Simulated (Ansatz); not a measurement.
**HfO2 (P4_2/nmc): relaxation of cell and ions from a Python script**

What cell does HfO2 (P4_2/nmc) relax to? A script is to give a relaxation of cell and ions; the system is HfO2 (P4_2/nmc).

All numbers are computed with Ansatz 0.2.0 through its Python package. Level of theory: DFT r2SCAN+D3(BJ) with three-body term, plane waves, PAW.

## Step 1: The system

Symmetry: P4_2/nmc, No. 137, tetragonal system. The conventional cell has a = 3.558 Å, b = 3.558 Å, c = 5.172 Å, α = 90.00°, β = 90.00°, γ = 90.00°. Hf (site symmetry -4m2) is surrounded by 4 O at 2.05 Å. O (site symmetry 2mm) has 2 Hf at 2.05 Å as nearest neighbours.

No structure file is read: the coordinates are typed or built in the script.

## Step 2: The script

Contents of run_vcrelax.py:

```python
"""Relax cell and ions of HfO2."""

import ansatz as az
from ase import Atoms
from ase.data import atomic_numbers
from ase.io import write
from ase.neighborlist import neighbor_list
import numpy as np
import spglib

config = {
    "functional": "r2scan",
    "dispersion": "d3bjatm",
    "k_length": 16,
    "occupations": "fixed",
    "force_tol": 0.001,
}

def edges_and_angles(cell):
    cell = np.asarray(cell)
    a, b, c = np.linalg.norm(cell, axis=1)
    cosines = cell[1] @ cell[2] / (b * c), cell[0] @ cell[2] / (a * c), cell[0] @ cell[1] / (a * b)
    return (a, b, c, *np.degrees(np.arccos(cosines)))

atoms = Atoms(
    ["Hf", "Hf", "O", "O", "O", "O"],
    scaled_positions=[
        [0.5, 0.5, 0.5],
        [0.0, 0.0, 0.0],
        [0.0, 0.5, 0.697208],
        [0.5, 0.0, 0.802792],
        [0.5, 0.0, 0.302792],
        [0.0, 0.5, 0.197208],
    ],
    cell=[
        [3.558019, 0.0, 0.0],
        [0.0, 3.558019, 0.0],
        [0.0, 0.0, 5.171861],
    ],
    pbc=True,
)
hfo2 = az.Crystal.from_ase(atoms)

# only the volume may change
job = (
    hfo2.calculation()
    .functional(config["functional"], dispersion=config["dispersion"])
    .pseudopotentials("paw")
    .accuracy("low")
    .kpoints(length=config["k_length"])
    .occupations(config["occupations"])
    .scf(lower_state_search="off")
    .relax(force_tolerance=config["force_tol"], density_extrapolation="none", fix_cell=["shape"], stress_tolerance=0.01)
)
steps = []


def collect(event):
    if event["event"] == "relax_step":
        steps.append(event["data"])


outcome = job.session().plan().execute(on_event=collect)
rep = outcome.report
print("step   energy (eV)     max comp. (eV/A)   P (GPa)  SCF")
for s in steps:
    print(f"{s['step']:4d} {s['lagrangian_ev']:15.5f} {s['allowed_force_max_ev_ang']:12.4f} {s['pressure_gpa']:10.3f} {s['n_scf']:5d}")

first, last = steps[0], steps[-1]
symbols = [site.symbol for site in outcome.lattice.sites]
print(f"energy gained {first['lagrangian_ev'] - last['lagrangian_ev']:.4f} eV in {len(steps) - 1} steps")
for label, vectors in (("before", first["cell_ang"]), ("after", outcome.lattice.cell_ang)):
    print(label, "a b c (A) {:.4f} {:.4f} {:.4f}  angles {:.2f} {:.2f} {:.2f}".format(*edges_and_angles(vectors)), f" V = {abs(np.linalg.det(vectors)):.3f} A^3")
print("final stress xx yy zz (GPa, compression positive):", np.round(np.diag(rep["stress_gpa"]), 3) + 0.0)

relaxed = Atoms(symbols, positions=[site.position_ang for site in outcome.lattice.sites], cell=outcome.lattice.cell_ang, pbc=True)
write("relaxed.extxyz", relaxed, format="extxyz")

fractions = [site.position_frac for site in outcome.lattice.sites]
numbers = [atomic_numbers[s] for s in symbols]
for tolerance in (1e-3, 1e-2, 1e-1):
    print(f"space group at {tolerance} A:", spglib.get_spacegroup((outcome.lattice.cell_ang, fractions, numbers), symprec=tolerance))

final = Atoms(symbols, positions=last["positions_ang"], cell=outcome.lattice.cell_ang, pbc=True)
i, j, d = neighbor_list("ijd", final, 4.5)
print("neighbours within 1.1 times the shortest distance of each atom (A)")
for atom in range(len(final)):
    near = [m for m in np.argsort(d) if i[m] == atom]
    shell = [m for m in near if d[m] < 1.1 * d[near[0]]]
    print(f"{symbols[atom]}{atom} ({len(shell)}):", ", ".join(f"{symbols[j[m]]} {d[m]:.3f}" for m in shell))

print(f"free energy      {rep['free_energy_ev']:.5f} eV")
print(f"per atom         {rep['free_energy_ev'] / len(outcome.lattice.sites):.5f} eV")
print(f"SCF iterations   {rep['n_iterations']}  (converged: {rep['converged']})")
```

## Step 3: The run

On the command line:

```sh
$ python run_vcrelax.py
```

Q: Predict the main results. Wanted: free energy; moves of the relaxation; energy gained; last largest force component; relaxed conventional cell; space group at the end.

As calculated:

| quantity | value |
| --- | --- |
| free energy | -33753.1449 eV (-5625.5242 eV/atom) |
| moves of the relaxation | 3 |
| energy gained (ahead of the last change of basis) | 1.0 meV/atom |
| last largest force component | 0.0003 eV/Å |
| relaxed conventional cell | a = 3.571 Å, b = 3.571 Å, c = 5.191 Å, α = 90.00°, β = 90.00°, γ = 90.00° |
| space group at the end | P4_2/nmc |

What this shows: Over 3 moves the cell grew by 1.1 % in volume, and the space group stayed P4_2/nmc. Reading the output:
- The run is spin-unpolarised.
- The Fermi level of a run with fixed occupations marks the highest occupied state on its mesh, not mid-gap.
- Energies along a relaxation are free energies. Rows at an unchanged volume are solved on a plane-wave basis chosen afresh for that cell, so the energy jumps there and such rows are no steps of the walk.
- Spin-orbit coupling, which matters for elements this heavy, is left out.
- The structure comes from a database of computed cells and needn't be a stable or known phase.
